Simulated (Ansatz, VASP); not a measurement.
## Two plane-wave programs on NbSi

The input INCAR:

```
SYSTEM = NbSi
PREC = Accurate
ENCUT = 520
EDIFF = 1E-6
ISMEAR = -1
SIGMA = 0.05
LREAL = .FALSE.
LASPH = .TRUE.
NELM = 100
ALGO = Normal
ISIF = 2
LWAVE = .FALSE.
LCHARG = .FALSE.
GGA = PE
NBANDS = 16
```

KPOINTS

```
Automatic mesh
0
G
  9 9 9
  0 0 0
```

POSCAR

```
NbSi
1.0
    0.0000000000      2.5908757285      2.5908757285
    2.5908757285      0.0000000000      2.5908757285
    2.5908757285      2.5908757285      0.0000000000
Nb Si
1 1
Direct
    0.0000000000      0.0000000000      0.0000000000
    0.5000000000      0.5000000000      0.5000000000
```

Contents of input.yaml:

```yaml
crystal:
  lattice:
    - [0.0, 2.5908757285, 2.5908757285]
    - [2.5908757285, 0.0, 2.5908757285]
    - [2.5908757285, 2.5908757285, 0.0]
  atoms:
    - { symbol: Nb, position: [0.0, 0.0, 0.0] }
    - { symbol: Si, position: [0.5, 0.5, 0.5] }
hamiltonian:
  xc: pbe
  pseudopotentials: { kind: paw }
kpoints:
  mp_grid: { grid: [9, 9, 9] }
scf:
  occupations: { method: fermi_dirac, width: 0.05 }
output:
  forces: true
  stress: true
  eigenvalues: true
```

The cell was built by a generator and needn't be a form met in nature.

Alike in both runs: task single point; functional PBE; k mesh 9 × 9 × 9; occupations fermi-dirac, width 0.05 eV; no spin polarisation.

```csv
,VASP,Ansatz
version,VASP 6.6.1,Ansatz 0.2.0
potentials or method,"VASP PAW PBE potentials, release 64 (Nb_sv, Si)",Ansatz PAW
plane-wave cutoff (eV),520,420
valence electrons in the cell,17,17
```

```csv
,VASP,Ansatz,Ansatz less VASP
gap on the k mesh at the Fermi level (eV),none,none,-
pressure (GPa),-3.1,-2.9,+0.18
```

A gap of «none» marks a metal or a gap that the smearing closes. With one functional, cell and mesh, what is left measures potentials, basis and numerics.
